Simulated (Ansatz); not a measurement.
Write the native input for Ansatz 0.2.0 that does the following.

```
Task                                : band structure
Functional                          : LDA
Potentials or basis                 : Ansatz PAW
Cutoff                              : 420 eV (not typed: the program's choice for these potentials)
k mesh                              : 12 × 12 × 12
Occupations                         : fermi-dirac, width 0.05 eV
Spin                                : no spin polarisation
Path                                : [["G", "H", "N", "G", "P", "H"], ["P", "N"]]
Points for each segment of the path : 14
```

The system is W.

```
W
1.0
    -1.58234    1.58234    1.58234
     1.58234   -1.58234    1.58234
     1.58234    1.58234   -1.58234
W
1
Direct
  0.00000 0.00000 0.00000
```

The input as run:

input.yaml

```yaml
crystal:
  lattice:
    - [-1.582345, 1.582345, 1.582345]
    - [1.582345, -1.582345, 1.582345]
    - [1.582345, 1.582345, -1.582345]
  atoms:
    - { symbol: W, position: [0.0, 0.0, 0.0] }
hamiltonian:
  xc: lda
  pseudopotentials: { kind: paw }
kpoints:
  mp_grid: { grid: [12, 12, 12] }
  band_path:
    path:
      - [[0.0, 0.0, 0.0], [0.5, -0.5, 0.5], [0.0, 0.0, 0.5], [0.0, 0.0, 0.0], [0.25, 0.25, 0.25], [0.5, -0.5, 0.5]]
      - [[0.25, 0.25, 0.25], [0.0, 0.0, 0.5]]
    npoints: 14
scf:
  occupations: { method: fermi_dirac, width: 0.05 }
  n_extra_bands: 6
output:
  forces: true
  stress: true
  eigenvalues: true
  fatbands: true
  write_density: true
  write_potential: true
  elf: true
  volumetric_format: npy
```

Potentials or basis: Ansatz PAW.

Command:

```console
$ ansatz run input.yaml --threads 2 --pin off --max-ram 5632MiB --backend cpu --events-out ev --progress --plain --runs-dir out
```

Results of the run:

* Pressure: -8.9 GPa
* Band gap on the k mesh: none (metal or under the smearing width)

Caveat: spin-orbit coupling is left out, which moves the levels of the heavy elements; the PAW data sets come from PBE, with cores solved anew for the run's functional, which leaves a small shift of forces and pressure.

It took 1 s on 2 threads of Intel(R) Xeon(R) Processor @ 2.70GHz (shared host), peak memory 0.3 GiB.
